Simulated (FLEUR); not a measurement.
Runs of FLEUR MaX-R8.1 (later development tree) on PbS (Galena). The structure is cubic, space group Fm-3m (No. 225). The conventional cell has a = 5.931 Å, b = 5.931 Å, c = 5.931 Å, α = 90.00°, β = 90.00°, γ = 90.00°. Pb (site symmetry m-3m) is surrounded by 6 S at 2.97 Å. S (site symmetry m-3m) is surrounded by 6 Pb at 2.97 Å. 

```csv
task,level,gmax,muffin-tin radii,lmax,max iterations,mixing factor,kmax,gap on the mesh (eV)
single point,PBE,11.9 1/bohr,"Pb 2.66, S 2.16 bohr","Pb 11, S 9",60,0.05,3.84 1/bohr,0.36
single point,PBEsol,14.1 1/bohr,"Pb 2.66, S 2.16 bohr","Pb 10, S 9",60,0.05,4.54 1/bohr,0.25
band structure,LDA,13.7 1/bohr,"Pb 2.66, S 2.22 bohr","Pb 10, S 9",60,0.05,4.41 1/bohr,(a)
band structure,PBEsol,13.7 1/bohr,"Pb 2.66, S 2.22 bohr","Pb 11, S 9",60,0.05,4.41 1/bohr,0.25
```

Alike in all rows: potentials or basis all-electron, FLAPW; no spin polarisation; cell as given; k mesh 8 × 8 × 8; smearing fermi-dirac 0.05 eV.

Estimate the missing entries.

(a) 0.23.

Caveats: spin-orbit coupling is left out, which as a rule narrows the gap of such compounds by several tenths of an eV.

A k mesh can miss the band edges, and the runs leave out spin-orbit coupling on Pb.

Not every run made on this cell is shown here.
